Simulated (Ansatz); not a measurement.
# Ti6H: the cost of one run

Program: Ansatz 0.2.0. Level of theory: DFT PBE, scalar-relativistic, plane waves, PAW. These are calculated values, not measurements.

8 further runs of the same task are left out: 8 set aside as unsound or not needed.

## Step 1: The structure to begin with

The structure is orthorhombic, space group Pmm2 (No. 25). The conventional cell has a = 4.650 Å, b = 5.876 Å, c = 23.784 Å, α = 90.00°, β = 90.00°, γ = 90.00°. Ti (site symmetry m) is surrounded by 8 Ti at 2.88 to 2.94 Å. Ti (site symmetry mm2) is surrounded by 10 Ti at 2.88 to 2.94 Å. Around Ti (site symmetry mm2) lie 12 Ti at 2.85 to 2.94 Å. Ti (site symmetry m) has 12 Ti at 2.83 to 2.94 Å as nearest neighbours. Ti (site symmetry m) is surrounded by 10 Ti at 2.83 to 2.94 Å. Ti (site symmetry mm2) has 2 H at 1.76 Å as nearest neighbours. Only part of the 10 independent sites is listed.

As a file:

```
Ti H
1.0
     5.87633    0.00000    0.00000
     0.00000    4.65047    0.00000
     0.00000    0.00000   23.78422
Ti H
12 2
Direct
  0.00000 0.75000 0.16818
  0.50000 0.75000 0.16818
  0.25000 0.25000 0.20384
  0.75000 0.25000 0.20384
  0.25000 0.75000 0.27516
  0.75000 0.75000 0.27516
  0.00000 0.25000 0.30975
  0.50000 0.25000 0.30975
  0.00000 0.75000 0.37770
  0.50000 0.75000 0.37770
  0.25000 0.25000 0.41137
  0.75000 0.25000 0.41137
  0.19469 0.25000 0.48411
  0.30531 0.25000 0.48411
```

This is the geometry of the first run shown, built on a cell relaxed beforehand with the same method.

## Step 2: The scan

Atoms count from 1 in the order of the input.

H2 lies flat over one site of a rigid substrate while its bond length and height are varied.

The axes are (1) distance H13-H14: 8 values from 0.650 to 2.650 Å; (2) height of the H2 axis above the plane of Ti11: 9 values from 0.45 to 3.60 Å.

Nothing else is relaxed. Points are written as (first, second).

## Step 3: Grid point (0.650 Å, 1.73 Å)

The cell repeats along c, and a dipole correction in the vacuum removes the field between the copies.

File input.yaml:

```yaml
crystal:
  lattice:
    - [5.8763264169, 0.0, 0.0]
    - [0.0, 4.650465418, 0.0]
    - [0.0, 0.0, 23.7842241737]
  atoms:
    - { symbol: Ti, position: [0.0, 0.75, 0.1681787041] }
    - { symbol: Ti, position: [0.5, 0.75, 0.1681787041] }
    - { symbol: Ti, position: [0.25, 0.25, 0.2038399329] }
    - { symbol: Ti, position: [0.75, 0.25, 0.2038399329] }
    - { symbol: Ti, position: [0.25, 0.75, 0.2751623905] }
    - { symbol: Ti, position: [0.75, 0.75, 0.2751623905] }
    - { symbol: Ti, position: [0.0, 0.25, 0.3097469736] }
    - { symbol: Ti, position: [0.5, 0.25, 0.3097469736] }
    - { symbol: Ti, position: [0.0, 0.75, 0.3777037247] }
    - { symbol: Ti, position: [0.5, 0.75, 0.3777037247] }
    - { symbol: Ti, position: [0.25, 0.25, 0.4113745356] }
    - { symbol: Ti, position: [0.75, 0.25, 0.4113745356] }
    - { symbol: H, position: [0.1946933378, 0.25, 0.4841118251] }
    - { symbol: H, position: [0.3053066622, 0.25, 0.4841118251] }
basis:
  ecutwfc: 420
kpoints:
  mp_grid: { grid: [5, 6, 1] }
hamiltonian:
  xc: pbe
  pseudopotentials: { kind: paw, azcp: { folder: soft_1 } }
scf:
  occupations: { method: gaussian, width: 0.1 }
output:
  forces: true
  eigenvalues: true
efield:
  axis: 3
  dipole_correction: true
  ramp_width: 0.04
```

Started as:

```console
$ ansatz run input.yaml --threads 4 --pin off --max-ram 12288MiB --backend cpu --events-out ev --progress --plain --runs-dir out
```

What time and memory should one allow on 4 threads of Arm Neoverse N1, shared host?

About 58 s, with a peak of 1.5 GiB.
